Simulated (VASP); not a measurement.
# Ag (Fm-3m) in VASP: further runs, part 2 of 3

VASP 6.6.1. The steps go on from the part before.

### 3 Band structure, PBE

INCAR

```
PREC = Accurate ; ENCUT = 600
EDIFF = 1E-6 ; ISMEAR = -1
SIGMA = 0.05 ; LREAL = False
LASPH = True ; NELM = 60
ALGO = Normal ; ISIF = 2
LWAVE = False ; LCHARG = False
LMAXMIX = 4 ; GGA = PE
NBANDS = 16
```

KPOINTS

```
regular mesh
0
Gamma
  11 11 11
```

POSCAR

```
Ag
1.0
    0.0000000000      2.0427500000      2.0427500000
    2.0427500000      0.0000000000      2.0427500000
    2.0427500000      2.0427500000      0.0000000000
Ag
1
Direct
    0.0000000000      0.0000000000      0.0000000000
```

KPOINTS_OPT

```
path GXWKGLUWLK,UX
15
line-mode
reciprocal
 0.0000000000  0.0000000000  0.0000000000  G
 0.5000000000  0.0000000000  0.5000000000  X

 0.5000000000  0.0000000000  0.5000000000  X
 0.5000000000  0.2500000000  0.7500000000  W

 0.5000000000  0.2500000000  0.7500000000  W
 0.3750000000  0.3750000000  0.7500000000  K

 0.3750000000  0.3750000000  0.7500000000  K
 0.0000000000  0.0000000000  0.0000000000  G

 0.0000000000  0.0000000000  0.0000000000  G
 0.5000000000  0.5000000000  0.5000000000  L

 0.5000000000  0.5000000000  0.5000000000  L
 0.6250000000  0.2500000000  0.6250000000  U

 0.6250000000  0.2500000000  0.6250000000  U
 0.5000000000  0.2500000000  0.7500000000  W

 0.5000000000  0.2500000000  0.7500000000  W
 0.5000000000  0.5000000000  0.5000000000  L

 0.5000000000  0.5000000000  0.5000000000  L
 0.3750000000  0.3750000000  0.7500000000  K

 0.6250000000  0.2500000000  0.6250000000  U
 0.5000000000  0.0000000000  0.5000000000  X
```

Potentials or basis: VASP PAW PBE potentials, release 64 (Ag_sv_GW).

Launch:

```sh
$ cat potpaw_PBE.64/Ag_sv_GW/POTCAR > POTCAR
$ mpirun -np 1 vasp_std > vasp.out
```

OUTCAR:

```text
PREC = Accurate
   ENCUT = 600
   EDIFF = 1E-6
   ISMEAR = -1
   LREAL = False
   LASPH = True
   NELM = 60
   ISIF = 2
   GGA = PE

 ion  position               nearest neighbor table
   1  0.000  0.000  0.000-

  LATTYP: Found a face centered cubic cell.
 ALAT       =     4.0855000000

  Lattice vectors:

 A1 = (   0.0000000000,   2.0427500000,   2.0427500000)
 A2 = (   2.0427500000,   0.0000000000,   2.0427500000)
 A3 = (   2.0427500000,   2.0427500000,   0.0000000000)

Analysis of symmetry for initial positions (statically):
=====================================================================
 Subroutine PRICEL returns:
 Original cell was already a primitive cell.

 Routine SETGRP: Setting up the symmetry group for a
 face centered cubic supercell.

 Subroutine GETGRP returns: Found 48 space group operations
 (whereof 48 operations were pure point group operations)
 out of a pool of 48 trial point group operations.

The static configuration has the point symmetry O_h .

Analysis of symmetry for dynamics (positions and initial velocities):
=====================================================================
 Subroutine PRICEL returns:
 Original cell was already a primitive cell.

 Routine SETGRP: Setting up the symmetry group for a
 face centered cubic supercell.

 Subroutine GETGRP returns: Found 48 space group operations
 (whereof 48 operations were pure point group operations)
 out of a pool of 48 trial point group operations.

The dynamic configuration has the point symmetry O_h .

 Subroutine INISYM returns: Found 48 space group operations
 (whereof 48 operations are pure point group operations),
 and found     1 'primitive' translations

----------------------------------------------------------------------------------------

                                     Primitive cell

  volume of cell :      17.0481

  direct lattice vectors                    reciprocal lattice vectors
     0.000000000  2.042750000  2.042750000    -0.244768082  0.244768082  0.244768082
     2.042750000  0.000000000  2.042750000     0.244768082 -0.244768082  0.244768082
     2.042750000  2.042750000  0.000000000     0.244768082  0.244768082 -0.244768082

  length of vectors
     2.888884755  2.888884755  2.888884755     0.423950755  0.423950755  0.423950755

  position of ions in fractional coordinates (direct lattice)
     0.000000000  0.000000000  0.000000000

  ion indices of the primitive-cell ions
   primitive index   ion index
                 1           1

----------------------------------------------------------------------------------------

 KPOINTS: regular mesh

Automatic generation of k-mesh.
 Grid dimensions read from file:
 generate k-points for:   11   11   11

 Generating k-lattice:

  Cartesian coordinates                     Fractional coordinates (reciprocal lattice)
    -0.022251644  0.022251644  0.022251644     0.090909091  0.000000000  0.000000000
     0.022251644 -0.022251644  0.022251644     0.000000000  0.090909091  0.000000000
     0.022251644  0.022251644 -0.022251644     0.000000000  0.000000000  0.090909091

  Length of vectors
     0.038540978  0.038540978  0.038540978

  Shift w.r.t. Gamma in fractional coordinates (k-lattice)
     0.000000000  0.000000000  0.000000000

 Subroutine IBZKPT returns following result:
 ===========================================

 Found     56 irreducible k-points:

 Following reciprocal coordinates:
            Coordinates               Weight
  0.000000  0.000000  0.000000      1.000000
  0.090909  0.000000  0.000000      8.000000
  0.181818  0.000000  0.000000      8.000000
  0.272727  0.000000  0.000000      8.000000
  0.363636  0.000000  0.000000      8.000000
  0.454545  0.000000  0.000000      8.000000
[... 16 lines left out ...]
 -0.272727  0.181818  0.000000     24.000000
 -0.181818  0.181818  0.000000     12.000000
 [... further k-points ...]
   k-points           NKPTS =     56   k-points in BZ     NKDIM =     56   number of bands    NBANDS=     16
   number of dos      NEDOS =    301   number of ions     NIONS =      1
   total plane-waves  NPLWV =  13824
   dimension x,y,z NGX =    24 NGY =   24 NGZ =   24
   dimension x,y,z NGXF=    48 NGYF=   48 NGZF=   48
   ions per type =               1
   NGX,Y,Z   is equivalent  to a cutoff of  13.81, 13.81, 13.81 a.u.
   NGXF,Y,Z  is equivalent  to a cutoff of  27.62, 27.62, 27.62 a.u.
 SYSTEM =  unknown system
   PREC   = accura    normal or accurate (medium, high low for compatibility)
   ISTART =      0    job   : 0-new  1-cont  2-samecut
   ICHARG =      2    charge: 1-file 2-atom 10-const
   ISPIN  =      1    spin polarized calculation?
   LNONCOLLINEAR =      F non collinear calculations
   LSORBIT =      F    spin-orbit coupling
   LASPH  =      T    aspherical Exc in radial PAW
   ENCUT  =  600.0 eV  44.10 Ry    6.64 a.u.   5.77  5.77  5.77*2*pi/ulx,y,z
   NELM   =     60;   NELMIN=  2; NELMDL= -5     # of ELM steps
   EDIFF  = 0.1E-05   stopping-criterion for ELM
   LREAL  =      F    real-space projection
   EDIFFG = 0.1E-04   stopping-criterion for IOM
   NSW    =      0    number of steps for IOM
   IBRION =     -1    ionic relax: 0-MD 1-quasi-New 2-CG
   NFREE  =      0    steps in history (QN), initial steepest desc. (CG)
   ISIF   =      2    stress and relaxation
   ISYM   =      2    0-nonsym 1-usesym 2-fastsym
   POTIM  = 0.5000    time-step for ionic-motion
   TEBEG  =    0.0;   TEEND  =   0.0 temperature during run
   PSTRESS=    0.0 pullay stress
   NELECT =      19.0000    total number of electrons
   NUPDOWN=      -1.0000    fix difference up-down
   EMIN   =  10.00;   EMAX   =-10.00  energy-range for DOS
   EFERMI =   0.00;   METHOD = LEGACY
   ISMEAR =    -1;   SIGMA  =   0.05  broadening in eV -4-tet -1-fermi 0-gaus
   EFERMI_NEDOS =   21; number of points for ismear=-14 and -15
   IALGO  =     38    algorithm
   IMIX   =      4    mixing-type and parameters
     AMIX     =   0.40;   BMIX     =  1.00
     AMIX_MAG =   1.60;   BMIX_MAG =  1.00
  volume/ion in A,a.u.               =      17.05       115.05
  Fermi-wavevector in a.u.,A,eV,Ry     =   1.697335  3.207497 39.197636  2.880945
  Thomas-Fermi vector in A             =   2.778035
   LORBIT       =      0    0 simple, 1 ext, 2 COOP (PROOUT), +10 PAW based schemes
   GGA     = PE    functional components
   LHFCALC =     F    Hartree Fock is set to
   AEXX    =    0.0000 exact exchange contribution
   IVDW    =     0    specifies the selected vdW correction
   LEPSILON=     F    determine dielectric tensor
   LRPA    =     F    only Hartree local field effects (RPA)
 non-spin polarized calculation
  energy-cutoff  :      600.00
  volume of cell :       17.05
 maximum number of plane-waves:       578
   NGX = 11   NGY = 11   NGZ = 11

 number of electron      18.9999992 magnetization

 Free energy of the ion-electron system (eV)
  ---------------------------------------------------
  ext. energy  EPLUGINS =         0.00000000
  ---------------------------------------------------
  free energy    TOTEN  =        -0.65599324 eV

  energy without entropy =       -0.65325532  energy(sigma->0) =       -0.65462428

 E-fermi :   7.4850     XC(G=0): -12.5179

 val. band max:        7.4449755109   @ k =  -0.4545   0.0909   0.0000
 cond. band min:       7.5384042608   @ k =   0.4545   0.3636   0.0000
 fundamental gap:      0.0934287499
 Fermi energy:         7.4850390504

 k-point     1 :       0.0000    0.0000    0.0000
  band No.  band energies     occupation
      1     -84.7597      2.00000
      2     -48.1411      2.00000
      3     -48.1411      2.00000
      4     -48.1411      2.00000
      5      -0.5446      2.00000
      6       2.4488      2.00000
[... 8 lines left out ...]
     15      31.7016      0.00000
     16      32.5739      0.00000

 k-point     2 :       0.0909    0.0000    0.0000
  band No.  band energies     occupation
      1     -84.7584      2.00000
      2     -48.1546      2.00000
      3     -48.1432      2.00000
      4     -48.1432      2.00000
      5      -0.2887      2.00000
      6       2.3931      2.00000
[... 8 lines left out ...]
     15      31.1711      0.00000
     16      32.2168      0.00000
[... 387 lines left out ...]
      5       1.5930      2.00000
      6       2.2704      2.00000
[... 8 lines left out ...]
     15      29.2204      0.00000
     16      31.7138      0.00000

 k-point    24 :      -0.1818    0.1818    0.0000
  band No.  band energies     occupation
      1     -84.7483      2.00000
      2     -48.2314      2.00000
      3     -48.1807      2.00000
      4     -48.1543      2.00000
      5       1.4991      2.00000
      6       2.0449      2.00000
[... 8 lines left out ...]
     15      28.2489      0.00000
     16      31.7840      0.00000

 [... further k-points ...]

------------------------ aborting loop because EDIFF is reached ----------------------------------------

  FORCE on cell =-STRESS in cart. coord.  units (eV):
  Direction    XX          YY          ZZ          XY          YZ          ZX
  --------------------------------------------------------------------------------------
  -------------------------------------------------------------------------------------
  Total        0.3721120      0.3721120      0.3721120      0.0000000     -0.0000000      0.0000000
  in kB       34.9710416     34.9710416     34.9710416      0.0000000     -0.0000000      0.0000000
  external PRESSURE =      34.9710416 kB  Pullay stress =       0.0000000 kB

 VOLUME and BASIS-vectors are now :
 -----------------------------------------------------------------------------
  energy-cutoff  :      600.00
  volume of cell :       17.05
      direct lattice vectors                 reciprocal lattice vectors
     0.000000000  2.042750000  2.042750000    -0.244768082  0.244768082  0.244768082
     2.042750000  0.000000000  2.042750000     0.244768082 -0.244768082  0.244768082
     2.042750000  2.042750000  0.000000000     0.244768082  0.244768082 -0.244768082

 POSITION                                       TOTAL-FORCE (eV/Angst)
 -----------------------------------------------------------------------------------
      0.00000      0.00000      0.00000         0.000000      0.000000      0.000000
 -----------------------------------------------------------------------------------
    total drift:                                0.000000      0.000000     -0.000000

  FREE ENERGIE OF THE ION-ELECTRON SYSTEM (eV)
  ---------------------------------------------------
  free  energy   TOTEN  =        -0.6559932393 eV

  energy  without entropy=       -0.6532553250  energy(sigma->0) =       -0.65462428
```

Wall time 75 s (1 thread of AMD EPYC 7R43 (Zen 3), shared host); peak memory 0.12 GiB.

What came out:

```
Free energy             : -0.6560 eV
Pressure                : 3.5 GPa
Band gap along the path : none (metal or under the smearing width)
```

Levels at the corners of the path, in eV from the Fermi level:
```
point  band 6  band 7  band 8  band 9  band 10  band 11  band 12  band 13
    Γ   -5.04   -5.04   -5.04   -4.00    -4.00    15.63    19.22    19.22
    X   -6.54   -3.23   -2.99   -2.99     1.35     6.50    10.40    10.40
    X   -6.54   -3.23   -2.99   -2.99     1.35     6.50    10.40    10.40
    W   -5.31   -5.31   -3.99   -2.99     5.71     5.71     6.74     7.94
    W   -5.31   -5.31   -3.99   -2.99     5.71     5.71     6.74     7.94
    K   -5.82   -4.32   -3.78   -3.27     4.04     5.00     6.90    12.51
    K   -5.82   -4.32   -3.78   -3.27     4.04     5.00     6.90    12.51
    Γ   -5.04   -5.04   -5.04   -4.00    -4.00    15.63    19.22    19.22
    Γ   -5.04   -5.04   -5.04   -4.00    -4.00    15.63    19.22    19.22
    L   -5.06   -5.06   -3.20   -3.20    -0.66     3.36    14.90    17.56
    L   -5.06   -5.06   -3.20   -3.20    -0.66     3.36    14.90    17.56
    U   -5.82   -4.32   -3.78   -3.27     4.04     5.00     6.90    12.51
    U   -5.82   -4.32   -3.78   -3.27     4.04     5.00     6.90    12.51
    W   -5.31   -5.31   -3.99   -2.99     5.71     5.71     6.74     7.94
    W   -5.31   -5.31   -3.99   -2.99     5.71     5.71     6.74     7.94
    L   -5.06   -5.06   -3.20   -3.20    -0.66     3.36    14.90    17.56
    L   -5.06   -5.06   -3.20   -3.20    -0.66     3.36    14.90    17.56
    K   -5.82   -4.32   -3.78   -3.27     4.04     5.00     6.90    12.51
    U   -5.82   -4.32   -3.78   -3.27     4.04     5.00     6.90    12.51
    X   -6.54   -3.23   -2.99   -2.99     1.35     6.50    10.40    10.40
```

### 4 Band structure, PBE

INCAR

```
ALGO     = Fast           # electronic algorithm
EDIFF    = 1E-6           # SCF threshold, eV
ENCUT    = 550            # plane-wave cutoff, eV
GGA      = PE             # functional
ISIF     = 2              # what is computed and relaxed
ISMEAR   = -1             # smearing method
LASPH    = T              # aspherical terms in the spheres
LCHARG   = F              # write CHGCAR
LMAXMIX  = 4              # l up to which the mixer works
LREAL    = F              # projectors in reciprocal space
LWAVE    = F              # write WAVECAR
NELM     = 60             # most SCF steps
PREC     = Accurate       # precision mode
SIGMA    = 0.05           # smearing width, eV
```

KPOINTS

```
k-points
0
Gamma
  11 11 11
```

POSCAR is that of step 3.

KPOINTS_OPT, as its differences from that of step 3:

```diff
@@ -1,3 +1,3 @@
 path GXWKGLUWLK,UX
-15
+20
 line-mode
```

Potentials or basis: VASP PAW PBE potentials, release 64 (Ag_GW).

Launch:

```sh
$ cat potpaw_PBE.64/Ag_GW/POTCAR > POTCAR
$ mpirun -np 1 vasp_std > vasp.out
```

It took 53 s on 1 thread of AMD EPYC 7R43 (Zen 3), shared host; peak memory 0.11 GiB.

Results (log left out):

- Free energy: -2.7196 eV
- Pressure: 4.1 GPa
- Band gap along the path: none (metal or under the smearing width)

Levels at the corners of the path, in eV from the Fermi level:
| point | band 3 | band 4 | band 5 | band 6 | band 7 | band 8 |
| --- | --- | --- | --- | --- | --- | --- |
| Γ | -5.05 | -5.05 | -4.02 | -4.02 | 9.37 | 15.65 |
| X | -3.25 | -3.01 | -3.01 | 1.35 | 6.48 | 9.38 |
| X | -3.25 | -3.01 | -3.01 | 1.35 | 6.48 | 9.38 |
| W | -5.33 | -4.01 | -3.01 | 5.71 | 5.71 | 6.72 |
| W | -5.33 | -4.01 | -3.01 | 5.71 | 5.71 | 6.72 |
| K | -4.33 | -3.80 | -3.30 | 4.04 | 5.00 | 6.88 |
| K | -4.33 | -3.80 | -3.30 | 4.04 | 5.00 | 6.88 |
| Γ | -5.05 | -5.05 | -4.02 | -4.02 | 9.37 | 15.65 |
| Γ | -5.05 | -5.05 | -4.02 | -4.02 | 9.37 | 15.65 |
| L | -5.07 | -3.22 | -3.22 | -0.65 | 3.35 | 9.38 |
| L | -5.07 | -3.22 | -3.22 | -0.65 | 3.35 | 9.38 |
| U | -4.33 | -3.80 | -3.30 | 4.04 | 5.00 | 6.88 |
| U | -4.33 | -3.80 | -3.30 | 4.04 | 5.00 | 6.88 |
| W | -5.33 | -4.01 | -3.01 | 5.71 | 5.71 | 6.72 |
| W | -5.33 | -4.01 | -3.01 | 5.71 | 5.71 | 6.72 |
| L | -5.07 | -3.22 | -3.22 | -0.65 | 3.35 | 9.38 |
| L | -5.07 | -3.22 | -3.22 | -0.65 | 3.35 | 9.38 |
| K | -4.33 | -3.80 | -3.30 | 4.04 | 5.00 | 6.88 |
| U | -4.33 | -3.80 | -3.30 | 4.04 | 5.00 | 6.88 |
| X | -3.25 | -3.01 | -3.01 | 1.35 | 6.48 | 9.38 |

### 5 Band structure, r2SCAN50

POSCAR is that of step 4.

INCAR.step1

```
  PREC = Accurate
  ENCUT = 520
  EDIFF = 1E-5
  ISMEAR = -1
  SIGMA = 0.05
  LREAL = F
  LASPH = T
  NELM = 100
  ALGO = Normal
  ISIF = 2
  LWAVE = T
  LCHARG = F
  LMAXMIX = 4
  NBANDS = 12
  GGA = PE
```

INCAR.step2

```
  PREC = Accurate
  ENCUT = 520
  EDIFF = 1E-6
  ISMEAR = -1
  SIGMA = 0.05
  LREAL = F
  LASPH = T
  NELM = 100
  ALGO = Normal
  ISIF = 2
  LWAVE = F
  LCHARG = F
  LMAXMIX = 4
  METAGGA = R2SCAN
  LHFCALC = T
  AEXX = 0.5
  LMIXTAU = T
  PRECFOCK = Fast
  HFRCUT = -1
  NBANDS = 12
  ISTART = 1
```

KPOINTS

```
Automatic mesh
0
Gamma
  6 6 6
```

KPOINTS_OPT, as its differences from that of step 4:

```diff
@@ -1,3 +1,3 @@
 path GXWKGLUWLK,UX
-20
+12
 line-mode
```

Potentials or basis: VASP PAW PBE potentials, release 64 (Ag).

Launch:

```sh
$ cat potpaw_PBE.64/Ag/POTCAR > POTCAR
$ cp INCAR.step1 INCAR
$ mpirun -np 1 vasp_std > vasp.out
$ cp INCAR.step2 INCAR
$ mpirun -np 1 vasp_std > vasp.out
```

It took 24 min on 1 thread of AMD EPYC 9R45 (Zen 5), shared host; peak memory 0.14 GiB.

Results (log left out):

- Free energy: -12.8181 eV
- Pressure: 3.8 GPa
- Band gap along the path: none (metal or under the smearing width)

Levels at the corners of the path, in eV from the Fermi level:
| point | band 3 | band 4 | band 5 | band 6 | band 7 | band 8 |
| --- | --- | --- | --- | --- | --- | --- |
| Γ | -8.00 | -8.00 | -6.88 | -6.88 | 19.46 | 23.46 |
| X | -5.97 | -5.55 | -5.55 | 3.70 | 9.72 | 14.00 |
| X | -5.97 | -5.55 | -5.55 | 3.70 | 9.72 | 14.00 |
| W | -8.17 | -6.78 | -5.57 | 8.61 | 8.61 | 10.33 |
| W | -8.17 | -6.78 | -5.57 | 8.61 | 8.61 | 10.33 |
| K | -6.96 | -6.55 | -5.91 | 6.71 | 8.00 | 10.09 |
| K | -6.96 | -6.55 | -5.91 | 6.71 | 8.00 | 10.09 |
| Γ | -8.00 | -8.00 | -6.88 | -6.88 | 19.46 | 23.46 |
| Γ | -8.00 | -8.00 | -6.88 | -6.88 | 19.46 | 23.46 |
| L | -8.04 | -5.84 | -5.84 | -0.30 | 5.90 | 18.51 |
| L | -8.04 | -5.84 | -5.84 | -0.30 | 5.90 | 18.51 |
| U | -6.96 | -6.55 | -5.91 | 6.71 | 8.00 | 10.09 |
| U | -6.96 | -6.55 | -5.91 | 6.71 | 8.00 | 10.09 |
| W | -8.17 | -6.78 | -5.57 | 8.61 | 8.61 | 10.33 |
| W | -8.17 | -6.78 | -5.57 | 8.61 | 8.61 | 10.33 |
| L | -8.04 | -5.84 | -5.84 | -0.30 | 5.90 | 18.51 |
| L | -8.04 | -5.84 | -5.84 | -0.30 | 5.90 | 18.51 |
| K | -6.96 | -6.55 | -5.91 | 6.71 | 8.00 | 10.09 |
| U | -6.96 | -6.55 | -5.91 | 6.71 | 8.00 | 10.09 |
| X | -5.97 | -5.55 | -5.55 | 3.70 | 9.72 | 14.00 |

Caveat: the k mesh is coarse (spacing up to 0.44 Å⁻¹), so the values aren't converged, least of all with exact exchange; the PAW data sets were made with another functional, which shifts forces and pressure a little.

(Part 2 of 3 ends here.)
